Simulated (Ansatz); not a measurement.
# Ti: element swaps in one structure

The task here is to estimate one member of a computed series from the others.

Computed with Ansatz 0.2.0 (DFT PBEsol, scalar-relativistic, plane waves, PAW, unless a step's input says otherwise).

1 further run of the same task is left out (set aside as unsound or not needed).

**Starting point**

The structure is hexagonal, space group P6/mmm (No. 191). Conventional cell: a = 4.515 Å, b = 4.515 Å, c = 2.799 Å, α = 90.00°, β = 90.00°, γ = 120.00°. Around Ti (site symmetry 6/mmm) lie 14 Ti at 2.80 to 2.96 Å. Ti (site symmetry -6m2) has 11 Ti at 2.61 to 2.96 Å as nearest neighbours.

Coordinates:

```xyz
3
Lattice="4.5153 0.0000 0.0000 -2.2576 3.9104 0.0000 0.0000 0.0000 2.7988" Properties=species:S:1:pos:R:3 pbc="T T T"
Ti    0.0000    0.0000    0.0000
Ti    0.0000    2.6069    1.3994
Ti    2.2576    1.3035    1.3994
```

It goes back to an entry of the Materials Project, which need not be the stable form.

It is the result of an earlier relaxation at this level (volume 16.47 Å³/atom; gap on the mesh: none (metal)).

Set-up of the first run:

input.yaml

```yaml
crystal:
  lattice:
    - [3.5300381394, 0.0, 0.0]
    - [-1.7650190697, 3.0571027051, 0.0]
    - [0.0, 0.0, 2.1880871903]
  atoms:
    - { symbol: Si, position: [0.0, 0.0, 0.0] }
    - { symbol: Si, position: [0.3333333333, 0.6666666667, 0.5] }
    - { symbol: Si, position: [0.6666666667, 0.3333333333, 0.5] }
basis:
  ecutwfc: 420
kpoints:
  mp_grid: { grid: [6, 6, 8] }
hamiltonian:
  xc: pbesol
scf:
  occupations: { method: gaussian, width: 0.1 }
output:
  forces: true
  stress: true
  eigenvalues: true
```

Command:

```sh
$ ansatz run input.yaml --threads 1 --pin off --max-ram 2560MiB --backend cpu --events-out ev --progress --plain --runs-dir out
```

Steps of the session up to this table: A first look at the start (Si); Coarse relaxation (Si); Full relaxation (Si); Probe: one point at the start (Ru); Relaxing cell and atoms (Ru).

One table of the session follows, with a row left open; its other results are not shown here.

Lengths are those of the vectors of the cell that was run:

```
   swap  volume (Å³/atom)  a (Å)  b (Å)  c (Å)
   none             16.47  4.515  4.515  2.799
Ti → Hf             21.38  4.919  4.919  3.061
Ti → Ge             18.30  4.720  4.720  2.846
Ti → Pb                 ?      ?      ?      ?
Ti → Zr             22.20  4.972  4.972  3.111
Ti → Si             14.38  4.384  4.384  2.591
Ti → Ru             13.64  4.221  4.221  2.652
```

Estimate the missing values for Ti → Pb.

As computed: volume (Å³/atom): 30.20; a (Å): 5.606; b (Å): 5.606; c (Å): 3.329. In the column «volume (Å³/atom)» it is the highest.

Lengths are those of the computed cell. Rows of earlier swaps come from the sessions before.
